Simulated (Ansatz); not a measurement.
## Tin, beta-Sn (white tin): convergence with Gaussian smearing

Computed with Ansatz, r²SCAN, scalar-relativistic PAW, on the relaxed cell (a = 5.896 Å, c = 3.178 Å (c/a = 0.539); spin not included). Errors count from a run at 500 eV on a Γ-centred 18×18×12 mesh with Fermi-Dirac smearing of 0.1 eV, extrapolated to zero width. Fixed here: cutoff 500 eV, mesh 11×11×8. The SCF starts from atomic densities corrected by a trained network.

```json
{"width (eV)": "0.01", "E(σ→0) error (meV/atom)": "-4.8", "F error (meV/atom)": "-4.8", "P (GPa)": "-0.03", "SCF iterations": "6"}
{"width (eV)": "0.03", "E(σ→0) error (meV/atom)": "-4.8", "F error (meV/atom)": "-4.9", "P (GPa)": "-0.02", "SCF iterations": "7"}
{"width (eV)": "0.1", "E(σ→0) error (meV/atom)": "-4.7", "F error (meV/atom)": "-5.6", "P (GPa)": "-0.01", "SCF iterations": "7"}
{"width (eV)": "0.2", "E(σ→0) error (meV/atom)": "-4.5", "F error (meV/atom)": "-8.5", "P (GPa)": "-0.01", "SCF iterations": "7"}
{"width (eV)": "0.3", "E(σ→0) error (meV/atom)": "-4.3", "F error (meV/atom)": "-13.6", "P (GPa)": "0.01", "SCF iterations": "7"}
{"width (eV)": "1.0", "E(σ→0) error (meV/atom)": "1.0", "F error (meV/atom)": "-115.9", "P (GPa)": "0.78", "SCF iterations": "6"}
```

Question: What does the run at 0.6 give (width)?

Answer: E(σ→0) error (meV/atom): -2.8; F error (meV/atom): -42.8; P (GPa): 0.21; SCF iterations: 7.
